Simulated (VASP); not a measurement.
A run of VASP 6.6.1:

The input POSCAR:

```
NbAs
1.0
    0.0000000000      2.6376010551      2.6376010551
    2.6376010551      0.0000000000      2.6376010551
    2.6376010551      2.6376010551      0.0000000000
Nb As
1 1
Direct
    0.0000000000      0.0000000000      0.0000000000
    0.5000000000      0.5000000000      0.5000000000
```

The input INCAR.step1:

```
  PREC = Accurate
  ENCUT = 520
  EDIFF = 1E-6
  ISMEAR = -1
  SIGMA = 0.05
  LREAL = F
  LASPH = T
  NELM = 100
  ALGO = Fast
  ISIF = 2
  LWAVE = F
  LCHARG = T
  LMAXMIX = 4
  GGA = PE
  NBANDS = 16
```

KPOINTS.step1

```
regular mesh
0
Gamma
  11 11 11
```

INCAR.step2

```
  PREC = Accurate
  ENCUT = 520
  EDIFF = 1E-6
  ISMEAR = -5
  SIGMA = 0.05
  LREAL = F
  LASPH = T
  NELM = 100
  ALGO = Fast
  ISIF = 2
  LWAVE = F
  LCHARG = F
  LMAXMIX = 4
  GGA = PE
  LORBIT = 10
  NEDOS = 1001
  ICHARG = 11
```

KPOINTS.step2

```
regular mesh
0
Gamma
  17 17 17
```

Potentials or basis: VASP PAW PBE potentials, release 64 (Nb_sv, As).

Launch:

```bash
$ cat potpaw_PBE.64/Nb_sv/POTCAR potpaw_PBE.64/As/POTCAR > POTCAR
$ cp INCAR.step1 INCAR
$ cp KPOINTS.step1 KPOINTS
$ mpirun -np 1 vasp_std > vasp.out
$ cp INCAR.step2 INCAR
$ cp KPOINTS.step2 KPOINTS
$ mpirun -np 1 vasp_std > vasp.out
```

Hardware: 1 thread of Intel(R) Xeon(R) Platinum 8488C (Sapphire Rapids) (shared host).

Q: How long does it take, and how much memory?

A: Run time: 97 s on 1 thread of Intel(R) Xeon(R) Platinum 8488C (Sapphire Rapids), on a shared host, peak memory 0.22 GiB. Counts: scf iterations 13, k points 165.
